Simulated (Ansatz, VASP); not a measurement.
# SiC126: VASP beside Ansatz

Wanted: the spread between two codes on one cell, functional and k mesh. The cell is taken from a series of runs on this material, whose earlier steps may have relaxed, scaled, displaced or heated it; both programs get it as it stands.

Calculated with Ansatz 0.2.0; plane waves, with VASP 6.6.1 beside it; HSE06.

In doubt: the hybrid run may have settled on a false gap or state (step 2), so the values of those runs are not to be relied on; a hybrid run on one k-point (step 2), which bears on gaps, levels and energies.

### 1. Starting point

The cell holds 127 atoms: 126 C and 1 Si. Its edges and angles: a = 10.102 Å, b = 10.102 Å, c = 10.102 Å, α = 60.0°, β = 60.0°, γ = 60.0°. It derives from C (C (Fd-3m)). Nearest the centre at fractional (0.406, 0.406, 0.406): Si127 at 0.00 Å, C12 at 1.98 Å, C42 at 1.98 Å, C36 at 1.98 Å, C49 at 1.98 Å, C43 at 1.98 Å, C73 at 1.98 Å, C19 at 2.68 Å. The cell carries charge −1.

### 2. Ansatz: single point, HSE06

Ansatz runs on its default PAW (the set named soft_2) files.

With cell and atoms fixed, the geometry can't cause a difference; cores, projectors, grids and the points listed under the comparison can.

Input file input.yaml:

```yaml
crystal:
  lattice:
    - [0.0, 7.14316351, 7.14316351]
    - [7.14316351, 0.0, 7.14316351]
    - [7.14316351, 7.14316351, 0.0]
  atoms:
    - { symbol: C, position: [0.12538141, 0.12538141, 0.12538141] }
    - { symbol: C, position: [0.188253772, 0.188253772, 0.188253772] }
[... 1 atom line left out ...]
    - { symbol: C, position: [0.18927295, 0.18927295, 0.438399322] }
    - { symbol: C, position: [0.125320868, 0.125320868, 0.625450972] }
    - { symbol: C, position: [0.18733732, 0.18733732, 0.688217755] }
[... 3 atom lines left out ...]
    - { symbol: C, position: [0.18927295, 0.438399322, 0.18927295] }
    - { symbol: C, position: [0.127605814, 0.37699924, 0.37699924] }
    - { symbol: C, position: [0.179313317, 0.445079187, 0.445079187] }
    - { symbol: C, position: [0.120055506, 0.37652264, 0.628767298] }
    - { symbol: C, position: [0.183733325, 0.435977875, 0.692445322] }
[... 2 atom lines left out ...]
    - { symbol: C, position: [0.125320868, 0.625450972, 0.125320868] }
    - { symbol: C, position: [0.18733732, 0.688217755, 0.18733732] }
    - { symbol: C, position: [0.120055506, 0.628767298, 0.37652264] }
    - { symbol: C, position: [0.183733325, 0.692445322, 0.435977875] }
    - { symbol: C, position: [0.124283169, 0.625163075, 0.625163075] }
    - { symbol: C, position: [0.18704915, 0.687180076, 0.687180076] }
[... 11 atom lines left out ...]
    - { symbol: C, position: [0.438399322, 0.18927295, 0.18927295] }
    - { symbol: C, position: [0.37699924, 0.127605814, 0.37699924] }
    - { symbol: C, position: [0.445079187, 0.179313317, 0.445079187] }
    - { symbol: C, position: [0.37652264, 0.120055506, 0.628767298] }
    - { symbol: C, position: [0.435977875, 0.183733325, 0.692445322] }
[... 2 atom lines left out ...]
    - { symbol: C, position: [0.37699924, 0.37699924, 0.127605814] }
    - { symbol: C, position: [0.445079187, 0.445079187, 0.179313317] }
    - { symbol: Si, position: [0.406251391, 0.406251391, 0.406251391] }
    - { symbol: C, position: [0.367421536, 0.367421536, 0.633187103] }
[... 2 atom lines left out ...]
    - { symbol: C, position: [0.437708313, 0.437708313, 0.937444815] }
    - { symbol: C, position: [0.37652264, 0.628767298, 0.120055506] }
    - { symbol: C, position: [0.435977875, 0.692445322, 0.183733325] }
    - { symbol: C, position: [0.367421536, 0.633187103, 0.367421536] }
    - { symbol: C, position: [0.435501721, 0.684894884, 0.435501721] }
[... 2 atom lines left out ...]
    - { symbol: C, position: [0.374990867, 0.625079444, 0.873911305] }
[... 8 atom lines left out ...]
    - { symbol: C, position: [0.437406422, 0.937684579, 0.937684579] }
    - { symbol: C, position: [0.625450972, 0.125320868, 0.125320868] }
    - { symbol: C, position: [0.688217755, 0.18733732, 0.18733732] }
    - { symbol: C, position: [0.628767298, 0.120055506, 0.37652264] }
    - { symbol: C, position: [0.692445322, 0.183733325, 0.435977875] }
    - { symbol: C, position: [0.625163075, 0.124283169, 0.625163075] }
[... 2 atom lines left out ...]
    - { symbol: C, position: [0.687516777, 0.18748894, 0.937418862] }
    - { symbol: C, position: [0.628767298, 0.37652264, 0.120055506] }
    - { symbol: C, position: [0.692445322, 0.435977875, 0.183733325] }
    - { symbol: C, position: [0.633187103, 0.367421536, 0.367421536] }
    - { symbol: C, position: [0.684894884, 0.435501721, 0.435501721] }
[... 2 atom lines left out ...]
    - { symbol: C, position: [0.625079444, 0.374990867, 0.873911305] }
    - { symbol: C, position: [0.689317191, 0.437318952, 0.934973528] }
    - { symbol: C, position: [0.625163075, 0.625163075, 0.124283169] }
    - { symbol: C, position: [0.687180076, 0.687180076, 0.18704915] }
[... 45 atom lines left out ...]
    - { symbol: C, position: [0.937499396, 0.937499396, 0.937499396] }
total_charge: -1
basis:
  ecutwfc: 420
  xc_grid: 2
hamiltonian:
  xc: hse06
kpoints:
  mp_grid: { grid: [1, 1, 1] }
magnetization:
  spin_polarized: true
  initial_magnetization: 1
  spin_locking: { lock_magnetization: hard }
scf:
  occupations: { method: fermi_dirac, width: 0.01 }
  max_iter: 120
  n_extra_bands: 20
  lower_state_search: "off"
output:
  forces: true
  eigenvalues: true
checkpoint:
  read: "../relax.run"
  write: "../ground.run"
  compress: false
  write_wavefunctions: true
  write_every: 100000
```

Launch:

```sh
> ansatz run input.yaml --threads 4 --pin off --max-ram 7536MiB --backend cpu --events-out ev --progress --plain --runs-dir out
```

The program printed:

```text
Warning: the atoms were moved onto the symmetric positions of the space group found under crystal.symmetry.tolerance 1.0e-5 (fractional; no operation is sought that the atoms, as they stand in a round, miss by more than twice it, and no atom is moved by as much as it), and the run uses the moved positions. Before a round's move an operation carried an atom to 5.12e-5 Å from where it should land, the largest such dist [...]
[...]
atom  59  C      0.00588535     0.01309390     0.00588535
  atom  60  C      0.00150070     0.00168078    -0.00059194
  atom  61  C      0.00403166    -0.00024666     0.00691806
  atom  62  C     -0.00256779     0.00045330     0.00045330
  atom  63  C      0.00256779    -0.00045330    -0.00045330
  atom  64  C     -0.00617297    -0.00197696    -0.00197696
  atom  65  C      0.00361801    -0.00038116    -0.00038116
  atom  66  C     -0.00694860     0.03115782     0.01815778
  atom  67  C     -0.03115782     0.00694860    -0.01815778
  atom  68  C      0.00038116    -0.00361801     0.00038116
  atom  69  C      0.00197696     0.00617297     0.00197696
  atom  70  C     -0.00187000    -0.00315999    -0.00280137
  atom  71  C      0.00315999     0.00187000     0.00280137
  atom  72  C     -0.00694860     0.01815778     0.03115782
  atom  73  C     -0.03115782    -0.01815778     0.00694860
  atom  74  C     -0.08395652     0.02328670     0.02328670
  atom  75  C      0.02433661     0.03117418     0.03117418
  atom  76  C     -0.00542990    -0.00083529    -0.00542990
  atom  77  C      0.00625542     0.00650831     0.00625542
  atom  78  C     -0.00059194     0.00150070     0.00168078
  atom  79  C      0.00691806     0.00403166    -0.00024666
  atom  80  C      0.00038116     0.00038116    -0.00361801
  atom  81  C      0.00197696     0.00197696     0.00617297
  atom  82  C     -0.00542990    -0.00542990    -0.00083529
[...]
atom 120  C     -0.00133062    -0.00133062    -0.00162747
  atom 121  C      0.00123121     0.00123121    -0.00064012
  atom 122  C      0.00045330     0.00045330    -0.00256779
  atom 123  C     -0.00045330    -0.00045330     0.00256779
  atom 124  C     -0.00123121    -0.00123121     0.00064012
  atom 125  C      0.00133062     0.00133062     0.00162747
  atom 126  C     -0.00036913    -0.00036913    -0.00036913
  atom 127  C      0.00036913     0.00036913     0.00036913
  max |Σ_I F_I| component: 2.94e-17 eV/Å
--- Band table (eV) ---
  k-point 0 ↑: bands = ["-10.8746", "-9.1227", "-9.1024", "-9.1024", "-9.0688", "-9.0354", "-9.0354", "-8.9891", "-8.8575", "-8.4455", "-8.4455", "-8.4247", "-8.4247", "-8.2166", "-7.8635", "-6.1443", "-6.0995", "-6.0995", "-6.0976", "-6.0976", "-6.0698", "-6.0698", "-6.0413", "-5.9779", "-5.9779", "-5.8732", "-5.7212", "-4.7631", "-4.7240", "-4.7240", "-4.7002", "-4.4913", "-4.4913", "-4.4795", "-4.4732", "-4.4567", [...]
  k-point 0 ↓: bands = ["-10.8658", "-9.1164", "-9.0911", "-9.0911", "-9.0623", "-9.0268", "-9.0268", "-8.9840", "-8.8502", "-8.4289", "-8.4289", "-8.4164", "-8.4164", "-8.2036", "-7.8308", "-6.1327", "-6.0889", "-6.0889", "-6.0822", "-6.0822", "-6.0620", "-6.0620", "-6.0350", "-5.9649", "-5.9649", "-5.8614", "-5.7053", "-4.7543", "-4.7159", "-4.7159", "-4.6934", "-4.4807", "-4.4807", "-4.4680", "-4.4646", "-4.4441", [...]
```

### 3. VASP: single point, HSE06

The same cell, functional, mesh and smearing now go to VASP, with its own data sets.

Lines of VASP's logs that name or quote its potential files are left out, and so is its time.

The run reads the wave functions of an earlier VASP run, which isn't shown here.

Input file INCAR:

```
SYSTEM = SiC126
PREC = Accurate
ENCUT = 520
EDIFF = 1E-06
NELM = 100
ISMEAR = -1
SIGMA = 0.01
LREAL = Auto
ALGO = Normal
LHFCALC = .TRUE.
AEXX = 0.25
GGA = PE
HFSCREEN = 0.208
LASPH = .TRUE.
NELECT = 509
NBANDS = 343
ISPIN = 2
MAGMOM = 0 -0 0 0 0 0 0 -0 0 0 0 0.06 0 0 0.01 -0 0 0 0 0 0 0 0 0 0 -0 0.01 -0 0 0 0 0 0 0 0 0.06 0 0 0.01 -0 0 0.06 0.06 0 0.01 0.01 0 0 0.06 0 0 0 -0 0.01 0.01 -0 0.01 0.01 -0 0.01 0 0 0 0 0 0 0 0 0 0 0 0 0.06 0 0 0 -0 0.01 0 0 0 0 -0 0 -0 0 0 0 -0 0.01 -0 0 0 0 0 -0 0.01 -0 0 0 0 0 0.01 -0 0.01 0.01 -0 0.01 0 0 0 0 -0 0.01 -0 0 0 0 0 0 0 0 0 0 0 0 0.01
PRECFOCK = Fast
LORBIT = 11
LWAVE = .FALSE.
LCHARG = .FALSE.
ISIF = 2
NUPDOWN = 1
```

Input file POSCAR:

```
SiC126
1.0
    0.0000000000      7.1431635100      7.1431635100
    7.1431635100      0.0000000000      7.1431635100
    7.1431635100      7.1431635100      0.0000000000
C Si
126 1
Direct
    0.1253814103      0.1253814103      0.1253814103
    0.1882537723      0.1882537723      0.1882537723
[... 1 atom line left out ...]
    0.1892729505      0.1892729505      0.4383993221
    0.1253208678      0.1253208678      0.6254509716
    0.1873373201      0.1873373201      0.6882177546
[... 3 atom lines left out ...]
    0.1892729505      0.4383993221      0.1892729505
    0.1276058141      0.3769992404      0.3769992404
    0.1793133169      0.4450791865      0.4450791865
    0.1200555057      0.3765226397      0.6287672982
    0.1837333249      0.4359778755      0.6924453215
[... 2 atom lines left out ...]
    0.1253208678      0.6254509716      0.1253208678
    0.1873373201      0.6882177546      0.1873373201
    0.1200555057      0.6287672982      0.3765226397
    0.1837333249      0.6924453215      0.4359778755
    0.1242831690      0.6251630746      0.6251630746
    0.1870491499      0.6871800764      0.6871800764
[... 11 atom lines left out ...]
    0.4383993221      0.1892729505      0.1892729505
    0.3769992404      0.1276058141      0.3769992404
    0.4450791865      0.1793133169      0.4450791865
    0.3765226397      0.1200555057      0.6287672982
    0.4359778755      0.1837333249      0.6924453215
[... 2 atom lines left out ...]
    0.3769992404      0.3769992404      0.1276058141
    0.4450791865      0.4450791865      0.1793133169
    0.3674215363      0.3674215363      0.6331871034
    0.4355017208      0.4355017208      0.6848948841
[... 2 atom lines left out ...]
    0.3765226397      0.6287672982      0.1200555057
    0.4359778755      0.6924453215      0.1837333249
    0.3674215363      0.6331871034      0.3674215363
    0.4355017208      0.6848948841      0.4355017208
    0.3741009443      0.6232279102      0.6232279102
[... 2 atom lines left out ...]
    0.4373189522      0.6893171912      0.9349735276
[... 8 atom lines left out ...]
    0.6254509716      0.1253208678      0.1253208678
    0.6882177546      0.1873373201      0.1873373201
    0.6287672982      0.1200555057      0.3765226397
    0.6924453215      0.1837333249      0.4359778755
    0.6251630746      0.1242831690      0.6251630746
    0.6871800764      0.1870491499      0.6871800764
[... 2 atom lines left out ...]
    0.6287672982      0.3765226397      0.1200555057
    0.6924453215      0.4359778755      0.1837333249
    0.6331871034      0.3674215363      0.3674215363
    0.6848948841      0.4355017208      0.4355017208
    0.6232279102      0.3741009443      0.6232279102
[... 2 atom lines left out ...]
    0.6893171912      0.4373189522      0.9349735276
    0.6251630746      0.6251630746      0.1242831690
    0.6871800764      0.6871800764      0.1870491499
    0.6232279102      0.6232279102      0.3741009443
[... 45 atom lines left out ...]
    0.4062513911      0.4062513911      0.4062513911
```

Input file KPOINTS:

```
Automatic mesh
0
Gamma
1 1 1
0 0 0
```

PAW data sets: C and Si (PBE family, release 64).

Launch:

```sh
> export OMP_NUM_THREADS=3
> mpirun -np 1 vasp_gam
```

The program printed:

```text
[banner, memory and clock lines left out]
running    1 mpi-ranks, on    1 nodes
[...]
Offloading initialized ...    1 GPUs detected
[...]
LDA part: xc-table for (Slater+PW92), standard interpolation
 found WAVECAR, reading the header
 POSCAR, INCAR and KPOINTS ok, starting setup
[...]
reading WAVECAR
 the WAVECAR file was read successfully
 initial charge from wavefunction
 entering main loop
       N       E                     dE             d eps       ncg     rms          rms(c)
DAV:   1    -0.130849012163E+04   -0.13085E+04   -0.16949E+01  1400   0.773E+00    0.658E+00
DAV:   2    -0.130854093099E+04   -0.50809E-01   -0.28040E-01  1568   0.914E-01    0.396E+00
DAV:   3    -0.130850418572E+04    0.36745E-01   -0.25652E-02  1552   0.290E-01    0.221E+00
DAV:   4    -0.130849498927E+04    0.91965E-02   -0.86153E-03  1522   0.170E-01    0.131E+00
[...]
DAV:  12    -0.130860600965E+04    0.13606E-04   -0.13949E-05  1594   0.735E-03    0.230E-02
DAV:  13    -0.130860600629E+04    0.33556E-05   -0.69601E-06  1473   0.516E-03    0.134E-02
DAV:  14    -0.130860600574E+04    0.54630E-06   -0.40932E-06  1162   0.360E-03
   1 F= -.13086060E+04 E0= -.13086060E+04  d E =-.108158E-10  mag=     1.0000
```

From OUTCAR (step 3):

```text
 magnetization (x)
# of ion       s       p       d       tot
------------------------------------------
    1        0.000   0.003   0.000   0.003
    2       -0.000  -0.000   0.000  -0.000
    3        0.000   0.002   0.000   0.002
    4        0.000   0.002   0.000   0.002
    5       -0.000   0.000   0.000   0.000
    6        0.000   0.001   0.000   0.001
[...]
125        0.000   0.000   0.000   0.000
  126        0.000   0.000   0.000   0.000
  127       -0.009  -0.022   0.000  -0.031
--------------------------------------------------
tot          0.041   0.636   0.000   0.677
```

The run ends at a pressure of -3.24 GPa, with forces up to 0.065 eV/Å.

### 4. Comparison

Known differences besides the potentials themselves: exact exchange at q = 0 is treated differently, which shows on coarse meshes; VASP keeps PBE cores, Ansatz makes them for the functional; the cutoff is 420 eV in Ansatz and 520 eV in VASP (PREC = Accurate, projectors in real space); VASP takes a coarser grid for exact exchange (PRECFOCK = Fast); site moments are counted in spheres of each program's own size. Total energies have different zeros and are not compared.

Both answers:

| quantity | Ansatz | VASP | difference |
| --- | --- | --- | --- |
| total moment, fixed by the input (μB) | 1.00 | 1.00 | 0.00 |
| moment on C12 (μB) | 0.06 | 0.08 | -0.02 |
| moment on C43 (μB) | 0.06 | 0.08 | -0.02 |
| moment on C42 (μB) | 0.06 | 0.08 | -0.02 |
| moment on C36 (μB) | 0.06 | 0.08 | -0.02 |
| moment on C49 (μB) | 0.06 | 0.08 | -0.02 |
| moment on C73 (μB) | 0.06 | 0.08 | -0.02 |

The largest component of a force difference here is 25 meV/Å. The cell carries a charge of -1 e against a uniform background, so its pressure also hangs on how the neutralising background is counted, and in a defect's cell a gap may be the spacing between its levels.

### 5. What came out

* difference in moment on C12 (single point, HSE06): -0.019 μB
* r.m.s. force difference (single point, HSE06): 10 meV/Å

In words: The r.m.s. force difference is 10 meV/Å (single point, HSE06), within the 12 meV/Å picked in this series as the mark of a large difference. Such differences can come from data sets, numerical settings and the points named under the comparisons, not from the functional's error against experiment.

[Lines on the potential files, build, host, timing and source positions are cut from VASP's logs without a mark.]

[Logs are printed without paths, hosts, clocks, repeated set-up lines and the standing remarks that a program may print on its own settings, such as how far it seeks lower states.]

[Hosts, paths, dates, database ids (printed as entryN), source tags and the programs' standing remarks are cut or masked in the printed files.]
